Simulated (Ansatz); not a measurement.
## The 2H-WSe2 bilayer (2H stacking) between two gates

Aim: charge, voltage and capacitance of the 2H-WSe2 bilayer (2H stacking) in a field-effect set-up.

Method: plane-wave DFT, PBE-D3(BJ), Ansatz PAW (set soft_1); PAW set soft_1, in the first sound run; inputs show where later runs differ, in Ansatz 0.2.0.

**1. The starting structure**

The cell holds 6 atoms: 4 Se and 2 W. Cell: a = 3.320 Å, b = 3.320 Å, c = 52.181 Å, α = 90.0°, β = 90.0°, γ = 120.0°. Regions: layer 1: 2H-WSe2, 3 atoms (2 Se and 1 W); layer 2: 2H-WSe2, 3 atoms (2 Se and 1 W). Vacuum lies along c.

As a file:

```cif
data_structure
_symmetry_space_group_name_H-M 'P 1'
_symmetry_Int_Tables_number 1
_cell_length_a 3.3200
_cell_length_b 3.3200
_cell_length_c 52.1807
_cell_angle_alpha 90.000
_cell_angle_beta 90.000
_cell_angle_gamma 120.000
_cell_volume 498.10
loop_
_atom_site_label
_atom_site_type_symbol
_atom_site_fract_x
_atom_site_fract_y
_atom_site_fract_z
_atom_site_occupancy
Se1 Se 0.33333 0.66667 0.39861 1
W2 W 0.00000 0.00000 0.43446 1
Se3 Se 0.33333 0.66667 0.47030 1
Se4 Se 0.00000 0.00000 0.52970 1
W5 W 0.33333 0.66667 0.56554 1
Se6 Se 0.00000 0.00000 0.60139 1
```

**2. Relaxation**

The starting cell is a guess, so the in-plane lattice and the atoms are relaxed first, with the slab cut off from its images along the normal.

The input, input.yaml:

```yaml
crystal:
  lattice:
    - [3.32, 0.0, 0.0]
    - [-1.66, 2.8752043406, 0.0]
    - [0.0, 0.0, 52.180695867]
  atoms:
    - { symbol: Se, position: [0.3333333333, 0.6666666667, 0.3986148451] }
    - { symbol: W, position: [0.0, 0.0, 0.4344551867] }
    - { symbol: Se, position: [0.3333333333, 0.6666666667, 0.4702955284] }
    - { symbol: Se, position: [0.0, 0.0, 0.5297044716] }
    - { symbol: W, position: [0.3333333333, 0.6666666667, 0.5655448133] }
    - { symbol: Se, position: [0.0, 0.0, 0.6013851549] }
  periodic: [true, true, false]
kpoints:
  mp_grid: { grid: [12, 12, 1] }
hamiltonian:
  xc: pbe
  dispersion: d3bj
  pseudopotentials: { kind: paw, azcp: { folder: soft_1 } }
scf:
  occupations: { method: fermi_dirac, width: 0.05 }
  convergence: { dr2_threshold: 1.0e-09 }
relax:
  f_tol: 0.004
  max_steps: 90
  cell: {}
output:
  write_potential: true
  write_density: true
  volumetric_format: npy
```

The run is started by

```console
> ansatz run input.yaml --threads 4 --pin off --max-ram 16384MiB --backend cpu --events-out ev --progress --plain --runs-dir out
```

Numbers of over 12 decimals in the logs are rounded to 6 here.

Output:

```text
Warning: relax.cell: scf.convergence.dr2_threshold = 1e-9 eV is looser than the 1.41654749569e-10 eV advised for a relaxation that steers and ends on the stress (1e-10 eV for each atom of the cell: 6, times the square of relax.cell.stress_2d_tol = 0.05 N/m over 20.6 Å (the atoms' height at the walk's start and 5 Å past either face), 2.429e-2 GPa, over a crystal's default 0.05). What an SCF threshold leaves in a stress goes as its square root, and in the free energy as the threshold itself, and one threshold admits the most on a small cell: [figures from the program's tests cut] Set scf.convergence.dr2_threshold to 1.41654749569e-10 eV or tighter. [rest of the remark cut]
Engine: ansatz 0.2.0, aarch64-unknown-linux-gnu
Pseudopotentials: kind: paw
Pseudopotential: Se, paw, valence charge 16, recommended cutoff 420 eV (normal), soft_1/Se.paw.azcp
Pseudopotential: W, paw, valence charge 14, recommended cutoff 420 eV (normal), soft_1/W.paw.azcp
Functional definition: PBE
  parameter kappa = 0.804
  parameter beta = 0.066725
  exchange = pbe_x(kappa = kappa, mu = beta*pi^2/3)
  correlation = pbe_c(beta = beta)
Crystal: 6 atoms, lattice volume = 498.100 Å³
Basis set: ecut = 420 eV, 9895 PW (Γ), exchange–correlation on 48×48×720 points (8 copies of the dense FFT grid, shifted against one another)
Bands: 56, of which v1, the nominal top of the filled ones, is band 46 counted from 1 (45 counted from 0)
Symmetry: 12 space group operations
Space group: P-3m1 (ITA 164), of the structure as read, at distance tolerance 7.9e-5 Å
k-points: 19 of 144
Non-local potential: Se, projectors of the file, l = 0: 2, l = 1: 2, l = 2: 3, l = 3: 1
Non-local potential: W, projectors of the file, l = 0: 3, l = 1: 2, l = 2: 2, l = 3: 1
PAW form: soft (Blöchl's): semilocal exchange-correlation on the pseudo side does not see the compensation charge
PAW one-centre angular grid: Se, 590 points (default); XC on 64 Gauss nodes
PAW one-centre angular grid: W, 590 points (default); XC on 64 Gauss nodes
Initial density: superposition of atomic densities (neutral atoms: chi_scale 0, normalization atom)
Initial wavefunctions: pseudopotential atomic-orbital guess
Functional: x = pbe(κ = 0.804, μ = 0.219515), c = pbe(β = 0.066725)
iter 1 solved again at ethr=2.24e-3 eV; its pass at ethr=3.10e-3 eV (dr2=2.06e0 eV) is discarded
SCF iter   1: F=—  HF=-42653.305074 eV  |F-HF|=—  |Δ(HF+E_count)|=         —  Δρ=1.73e-2  dr2=2.05e0  ethr=2.24e-3  ⟨swp⟩=1.9  Hψ=7753  notcnv=0
preconditioner: auto → Resta (q_TF=auto, 2.059 Å⁻¹)  ε∞=2.5  [insulator: Δε(μ)=0.935 eV  Ē_g=8.233 eV  σ=0.050 eV  W_gap=1.00  n_scr=34 (ndim 8)  ℏωp=10.0 eV  f_vac=0.725  D(μ)=0.00/eV (n_scr^D=0)  ε∞_Penn≈2.5  vacuum switching on, ρ_ref=4.9e-3 e/Å³]
SCF iter   2: F=—  HF=-42652.781547 eV  |F-HF|=—  |Δ(HF+E_count)|=   5.24e-1  Δρ=7.39e-3  dr2=4.16e-1  ethr=2.22e-3  ⟨swp⟩=3.4  Hψ=2054  notcnv=0
SCF iter   3: F=—  HF=-42652.814962 eV  |F-HF|=—  |Δ(HF+E_count)|=   3.34e-2  Δρ=7.10e-3  dr2=9.41e-1  ethr=4.52e-4  ⟨swp⟩=4.4  Hψ=2193  notcnv=0  defer=12
SCF iter   4: F=—  HF=-42652.710286 eV  |F-HF|=—  |Δ(HF+E_count)|=   1.05e-1  Δρ=1.90e-3  dr2=1.91e-2  ethr=4.52e-4  ⟨swp⟩=3.5  Hψ=1704  notcnv=0  defer=42
SCF iter   5: F=—  HF=-42652.714291 eV  |F-HF|=—  |Δ(HF+E_count)|=   4.00e-3  Δρ=1.05e-3  dr2=6.95e-2  ethr=2.08e-5  ⟨swp⟩=3.4  Hψ=2035  notcnv=0  defer=42
SCF iter   6: F=—  HF=-42652.709628 eV  |F-HF|=—  |Δ(HF+E_count)|=   4.66e-3  Δρ=2.76e-4  dr2=3.03e-4  ethr=2.08e-5  ⟨swp⟩=2.8  Hψ=1584  notcnv=0  defer=42
SCF iter   7: F=—  HF=-42652.709748 eV  |F-HF|=—  |Δ(HF+E_count)|=   1.20e-4  Δρ=9.71e-5  dr2=4.10e-5  ethr=3.29e-7  ⟨swp⟩=3.6  Hψ=2216  notcnv=0  defer=42
SCF iter   8: F=—  HF=-42652.709743 eV  |F-HF|=—  |Δ(HF+E_count)|=   5.23e-6  Δρ=1.90e-5  dr2=2.47e-6  ethr=4.45e-8  ⟨swp⟩=3.0  Hψ=2233  notcnv=0  defer=42
SCF iter   9: F=—  HF=-42652.709636 eV  |F-HF|=—  |Δ(HF+E_count)|=   1.07e-4  Δρ=8.14e-6  dr2=3.78e-7  ethr=2.68e-9  ⟨swp⟩=3.1  Hψ=2028  notcnv=0  defer=42
SCF iter  10: F=—  HF=-42652.709637 eV  |F-HF|=—  |Δ(HF+E_count)|=   3.55e-7  Δρ=2.21e-6  dr2=5.08e-8  ethr=4.11e-10  ⟨swp⟩=3.0  Hψ=2166  notcnv=0  defer=42
SCF iter  11: F=—  HF=-42652.709637 eV  |F-HF|=—  |Δ(HF+E_count)|=   1.42e-8  Δρ=6.00e-7  dr2=2.56e-9  ethr=5.52e-11  ⟨swp⟩=3.2  Hψ=2267  notcnv=0  defer=42
SCF iter  12: F=—  HF=-42652.709637 eV  |F-HF|=—  |Δ(HF+E_count)|=   6.92e-9  Δρ=4.46e-7  dr2=4.26e-9  ethr=1.09e-12  ⟨swp⟩=12.3  Hψ=7540  notcnv=0
SCF iter  13: F=—  HF=-42652.709637 eV  |F-HF|=—  |Δ(HF+E_count)|=  4.22e-10  Δρ=2.84e-7  dr2=1.71e-9  ethr=2.78e-12  ⟨swp⟩=2.0  Hψ=1350  notcnv=0  defer=42
SCF iter  14: F=-42652.709637 eV  HF=-42652.709637 eV  |F-HF|=4.66e-10  |Δ(HF+E_count)|=  4.00e-10  Δρ=1.27e-7  dr2=3.21e-10  ethr=1.09e-12  ⟨swp⟩=9.3  Hψ=5804  notcnv=0
SCF 1 converged in 14 iterations: F = -42652.709637 eV  dr2 = 3.21e-10
  greatest PAW one-centre occupation: 1.000 electrons in one spin orbital (limit 2), on the Se atom at site 3 (counted from 0), in its partial waves of l = 2
relax step   1: F+E_penalty+E_count = -42652.70963670 eV  Δ(F+E_penalty+E_count) = +0.000e0 eV  max|allowed force component| = 2.631e0 eV/Å  Δτ_max = 0.0000 Å  P = -13.441 N/m  Ω = 498.100 Å³  fix = [c, alpha, beta]  reactions: c -0.000 N/m  (14 SCF iters, accepted)
Crystal: 6 atoms, lattice volume = 489.903 Å³
Basis set: ecut = 420 eV, 9763 PW (Γ), exchange–correlation on 48×48×720 points (8 copies of the dense FFT grid, shifted against one another)
Initial density: handed on by an earlier stage of this run
Initial wavefunctions: those handed on with the density
iter 1 solved again at ethr=6.79e-4 eV; its pass at ethr=3.10e-3 eV (dr2=6.24e-1 eV) is discarded
SCF iter   1: F=—  HF=-42653.947919 eV  |F-HF|=—  |Δ(HF+E_count)|=         —  Δρ=8.02e-3  dr2=6.30e-1  ethr=6.79e-4  ⟨swp⟩=2.0  Hψ=6452  notcnv=0
preconditioner: auto → Resta (q_TF=auto, 2.065 Å⁻¹)  ε∞=2.3  [insulator: Δε(μ)=1.498 eV  Ē_g=8.760 eV  σ=0.050 eV  W_gap=1.00  n_scr=34 (ndim 8)  ℏωp=10.1 eV  f_vac=0.737  D(μ)=0.00/eV (n_scr^D=0)  ε∞_Penn≈2.3  vacuum switching on, ρ_ref=5.6e-3 e/Å³]
SCF iter   2: F=—  HF=-42653.914202 eV  |F-HF|=—  |Δ(HF+E_count)|=   3.37e-2  Δρ=5.51e-3  dr2=4.63e-1  ethr=6.79e-4  ⟨swp⟩=3.9  Hψ=1979  notcnv=0
SCF iter   3: F=—  HF=-42653.850486 eV  |F-HF|=—  |Δ(HF+E_count)|=   6.37e-2  Δρ=2.43e-3  dr2=2.55e-2  ethr=5.03e-4  ⟨swp⟩=3.6  Hψ=1845  notcnv=0  defer=50
SCF iter   4: F=—  HF=-42653.845666 eV  |F-HF|=—  |Δ(HF+E_count)|=   4.82e-3  Δρ=5.42e-4  dr2=1.38e-3  ethr=2.78e-5  ⟨swp⟩=3.5  Hψ=1875  notcnv=0  defer=56
[...]
SCF iter   8: F=—  HF=-42653.884028 eV  |F-HF|=—  |Δ(HF+E_count)|=   1.11e-4  Δρ=8.89e-6  dr2=6.54e-7  ethr=3.20e-9  ⟨swp⟩=3.5  Hψ=2062  notcnv=0  defer=28
SCF iter   9: F=—  HF=-42653.884028 eV  |F-HF|=—  |Δ(HF+E_count)|=   2.46e-7  Δρ=2.61e-6  dr2=6.18e-8  ethr=7.11e-10  ⟨swp⟩=3.5  Hψ=1988  notcnv=0  defer=30
SCF iter  10: F=—  HF=-42653.884028 eV  |F-HF|=—  |Δ(HF+E_count)|=   9.99e-8  Δρ=7.37e-7  dr2=5.61e-9  ethr=6.71e-11  ⟨swp⟩=3.2  Hψ=1897  notcnv=0  defer=30
SCF iter  11: F=-42653.884028 eV  HF=-42653.884028 eV  |F-HF|=3.78e-10  |Δ(HF+E_count)|=   4.56e-9  Δρ=1.59e-7  dr2=7.26e-10  ethr=1.09e-12  ⟨swp⟩=12.5  Hψ=7848  notcnv=0
SCF 3 converged in 11 iterations: F = -42653.884028 eV  dr2 = 7.26e-10
relax step   3: F+E_penalty+E_count = -42653.88402843 eV  Δ(F+E_penalty+E_count) = -3.845e-2 eV  max|allowed force component| = 3.736e-2 eV/Å  Δτ_max = 0.1947 Å  P = +0.582 N/m  Ω = 484.277 Å³  energy of the carried Pulay correction = +6.206e-4 eV  fix = [c, alpha, beta]  reactions: c +0.000 N/m  (11 SCF iters, accepted)
[...]
relax step   4: F+E_penalty+E_count = -42653.88339626 eV  Δ(F+E_penalty+E_count) = +6.322e-4 eV  max|allowed force component| = 3.132e-2 eV/Å  Δτ_max = 0.0871 Å  P = -0.235 N/m  Ω = 487.948 Å³  energy of the carried Pulay correction = +4.541e-4 eV  fix = [c, alpha, beta]  (10 SCF iters, rejected (line search))
[...]
relax step   5: F+E_penalty+E_count = -42653.88619486 eV  Δ(F+E_penalty+E_count) = -2.166e-3 eV  max|allowed force component| = 7.073e-3 eV/Å  Δτ_max = 0.0305 Å  P = +0.024 N/m  Ω = 486.690 Å³  energy of the carried Pulay correction = +5.110e-4 eV  fix = [c, alpha, beta]  reactions: c +0.000 N/m  (11 SCF iters, accepted)
[...]
relax step   6: F+E_penalty+E_count = -42653.88619949 eV  Δ(F+E_penalty+E_count) = -4.630e-6 eV  max|allowed force component| = 1.434e-2 eV/Å  Δτ_max = 0.0158 Å  P = +0.024 N/m  Ω = 486.836 Å³  energy of the carried Pulay correction = +5.044e-4 eV  fix = [c, alpha, beta]  reactions: c +0.000 N/m  (9 SCF iters, accepted)
[...]
relax step   7: F+E_penalty+E_count = -42653.88626631 eV  Δ(F+E_penalty+E_count) = -6.681e-5 eV  max|allowed force component| = 1.168e-3 eV/Å  Δτ_max = 0.0067 Å  P = -0.004 N/m  Ω = 486.832 Å³  energy of the carried Pulay correction = +5.046e-4 eV  fix = [c, alpha, beta]  reactions: c -0.000 N/m  (9 SCF iters, accepted)
Initial wavefunctions: pseudopotential atomic-orbital guess (no wavefunctions were taken with the density)
iter 1 solved again at ethr=3.90e-7 eV; its pass at ethr=3.10e-3 eV (dr2=3.59e-4 eV) is discarded
SCF iter   1: F=—  HF=-42653.885733 eV  |F-HF|=—  |Δ(HF+E_count)|=         —  Δρ=1.90e-5  dr2=2.91e-7  ethr=3.90e-7  ⟨swp⟩=7.3  Hψ=10923  notcnv=0
eigensolver tolerance schedule: the retry pair's looser diagonalisation over-reported the residual by 1230.55 of it (diagonalisation noise at 0.18 of the residual, at the tolerance the schedule requests for it); recorded, not acted on — ethr = c·dr2/N_el stays at c = 1.0e-1
preconditioner: auto → Resta (q_TF=auto, 2.067 Å⁻¹)  ε∞=2.3  [insulator: Δε(μ)=1.284 eV  Ē_g=8.866 eV  σ=0.050 eV  W_gap=1.00  n_scr=34 (ndim 8)  ℏωp=10.1 eV  f_vac=0.743  D(μ)=0.00/eV (n_scr^D=0)  ε∞_Penn≈2.3  vacuum switching on, ρ_ref=5.7e-3 e/Å³]
SCF iter   2: F=—  HF=-42653.885630 eV  |F-HF|=—  |Δ(HF+E_count)|=   1.02e-4  Δρ=9.83e-6  dr2=7.94e-8  ethr=3.17e-10  ⟨swp⟩=4.6  Hψ=2852  notcnv=0
SCF iter   3: F=—  HF=-42653.885630 eV  |F-HF|=—  |Δ(HF+E_count)|=   7.24e-8  Δρ=1.98e-6  dr2=3.23e-8  ethr=8.63e-11  ⟨swp⟩=3.0  Hψ=2248  notcnv=0
SCF iter   4: F=—  HF=-42653.885630 eV  |F-HF|=—  |Δ(HF+E_count)|=   3.06e-9  Δρ=8.52e-7  dr2=9.15e-9  ethr=3.52e-11  ⟨swp⟩=3.7  Hψ=2224  notcnv=0
SCF iter   5: F=-42653.885630 eV  HF=-42653.885630 eV  |F-HF|=5.38e-10  |Δ(HF+E_count)|=  8.15e-10  Δρ=2.64e-7  dr2=6.01e-10  ethr=1.09e-12  ⟨swp⟩=16.4  Hψ=9048  notcnv=0
SCF 8 converged in 5 iterations: F = -42653.885630 eV  dr2 = 6.01e-10
relax step   8: F+E_penalty+E_count = -42653.88563045 eV  Δ(F+E_penalty+E_count) = +6.359e-4 eV  max|allowed force component| = 1.013e-3 eV/Å  Δτ_max = 0.0000 Å  P = +0.005 N/m  Ω = 486.832 Å³  fix = [c, alpha, beta]  reactions: c +0.000 N/m  stress off target by 4.73e-3 N/m on what of the cell is left free  SCF on the basis re-selected at this cell (its energy is not comparable with the rows above)  (5 SCF iters)
basis re-selected at this cell: Δ(F+E_penalty+E_count) = +6.359e-4 eV, ΔP = +0.009 N/m vs the last step (what re-selecting the basis moved, of the pressure what is left beyond the Pulay correction that the steps carried, after the strain that the cell walked since its last selection, with what the two solves' SCF thresholds leave and, on support functions, any second-order correction that the steps lacked; it is no m [...]
SCF converged after 5 iterations
Free energy (F): -42653.885630 eV
Harris-Foulkes:  -42653.885630 eV  (|F-HF|=5.38e-10)
Internal energy: -42653.885630 eV  (E = F + TS)
E sigma→0 (E₀):  -42653.885630 eV
Entropy (-TS):   -0.000000 eV (-0.000 meV/atom)
Fermi energy:    -4.312235 eV
--- Per-component energies (eV) ---
  E_band       = -3312.720726
  E_kinetic    = 1289.356019
  E_local      = -749192.403844  (includes V_loc(G=0)·N_el)
  E_nonlocal   = -1467.616898
  E_hartree    = 373980.086039
  E_xc         = -877.604643
  E_vxc        = -826.824549  (∫ρ·V_xc dr)
  E_paw        = -25675.034476  (= ΣΔE_a)
  E_vpaw       = -1075.404022  (= ΣTr[D̂ρ^β])
  E_aug_tail   = -0.001239  (compensation charges beyond the density's cutoff)
  E_ewald      = 359291.753602
  E_disp       = -2.420191  (pairwise vdW)
  E_smearing   = -0.000000  (= −TS)
  E_closure    = -0.000000  (closes the sum)
  Σ components = -42653.885630   (vs F -42653.885630, Δ=0.00e0)
--- Forces (eV/Å), atoms counted from 1 ---
  atom   1  Se     0.00000000    -0.00000000     0.00075879
  atom   2  W      0.00000000     0.00000000    -0.00073190
  atom   3  Se    -0.00000000    -0.00000000    -0.00101297
  atom   4  Se     0.00000000     0.00000000     0.00101297
  atom   5  W      0.00000000    -0.00000000     0.00073190
  atom   6  Se     0.00000000     0.00000000    -0.00075879
  max |Σ_I F_I| component: 1.97e-17 eV/Å
--- 2D stress c σ (N/m, compression-positive) ---
        0.004734       0.000000       0.000000
       -0.000000       0.004734       0.000000
        0.000000       0.000000       0.000000
  P = ½ c Tr σ = 0.0047 N/m
--- Band table (eV; the first three rows and the last of 19) ---
  k-point 0: bands = [... 42 lower, -6.2114, -6.2114, -5.6600, -4.9214, -2.1112, -2.1112, -2.0596, -2.0596, ... 6 higher]
  k-point 1: bands = [... 42 lower, -6.2705, -6.1185, -5.6561, -5.0489, -2.3622, -2.3214, -2.3012, -2.2378, ... 6 higher]
  k-point 2: bands = [... 42 lower, -6.5349, -6.2165, -5.7463, -5.4804, -3.0453, -2.7642, -2.5307, -2.4551, ... 6 higher]
  k-point 18: bands = [... 42 lower, -7.4339, -7.4339, -5.1494, -5.0004, -3.3751, -3.3751, -2.6546, -1.9813, ... 6 higher]
  the weakly bound empty levels are not read free of the cell's end (no_gap_told)
--- Relaxed structure (7 steps of the walk, 6 accepted, 1 SCFs on fresh bases) ---
  F+E_penalty+E_count = -42653.88563045 eV   max|allowed force component| = 1.013e-3 eV/Å   (the final SCF, on the basis selected at the relaxed cell)
  cell:  # Å, volume = 486.8322 Å³
    - [3.282233, 0.0, 0]
    - [-1.641116, 2.842497, 0]
    - [0, 0, 52.180695867]
  atoms:
    - { symbol: Se, position: [0.333333, 0.666667, 0.406370] }
    - { symbol: W, position: [9.25185853962003e-18, -5.08852219630634e-17, 0.438662] }
    - { symbol: Se, position: [0.333333, 0.666667, 0.470941] }
    - { symbol: Se, position: [9.251858539620039e-18, -5.088522196306338e-17, 0.529059] }
    - { symbol: W, position: [0.333333, 0.666667, 0.561338] }
    - { symbol: Se, position: [9.251858539620039e-18, -5.088522196306338e-17, 0.593630] }
```

Elapsed: 76 s, on 4 threads of Arm Neoverse V1, shared host; peak memory 1.2 GiB; 5 min of CPU time.

The steps of the relaxation:

| step | energy less that of the first step (eV) | largest force component (eV/Å) | volume (Å³) |
| --- | --- | --- | --- |
| 1 | 0.0000 | 2.6313 | 498.10 |
| 2 | -1.1359 | 0.1284 | 489.90 |
| 3 | -1.1744 | 0.0374 | 484.28 |
| 4 | -1.1738 | 0.0313 | 487.95 |
| 5 | -1.1766 | 0.0071 | 486.69 |
| 6 | -1.1766 | 0.0143 | 486.84 |
| 7 | -1.1766 | 0.0012 | 486.83 |
| 8* | -1.1760 | 0.0010 | 486.83 |

Relaxation steps marked * repeat the geometry before them on a plane-wave basis chosen anew for their cell, so energy and pressure can jump there. Relaxation step 4 was tried and not accepted.

The run keeps the 12 symmetry operations that it works with, so distortions that break them were not tested.

```
cell as run  before  after  change
      a (Å)   3.320  3.282  -1.1 %
      b (Å)   3.320  3.282  -1.1 %
```

The atoms that moved most (Å, along periodic axes as changes of fractional coordinates times the final cell, across vacuum about the mean position):

```
atom     dx     dy      dz  length
 Se1  0.000  0.000   0.405   0.405
 Se6  0.000  0.000  -0.405   0.405
  W5  0.000  0.000  -0.220   0.220
  W2  0.000  0.000   0.220   0.220
 Se3  0.000  0.000   0.034   0.034
 Se4  0.000  0.000  -0.034   0.034
```

Final coordinates:

```xyz
6
Lattice="3.2822 0.0000 0.0000 -1.6411 2.8425 0.0000 0.0000 0.0000 52.1807" Properties=species:S:1:pos:R:3
Se    0.0000    1.8950   21.2047
W     0.0000    0.0000   22.8897
Se    0.0000    1.8950   24.5740
Se    0.0000    0.0000   27.6067
W     0.0000    1.8950   29.2910
Se    0.0000    0.0000   30.9760
```

The lattice constant a goes from 3.320 to 3.282 Å.

[end of part 1 of 3]

[Logs are printed without paths, hosts, clocks, repeated set-up lines and the standing remarks that a program may print on its own settings, such as how far it seeks lower states.]

[Hosts, paths, dates, database ids (printed as entryN), source tags and the programs' standing remarks are cut or masked in the printed files.]

[Maps of the electrostatic potential energy from Ansatz leave out the sawtooth potential of an applied field or a dipole correction, so their vacuum need not be flat; planar profiles and work functions include it.]
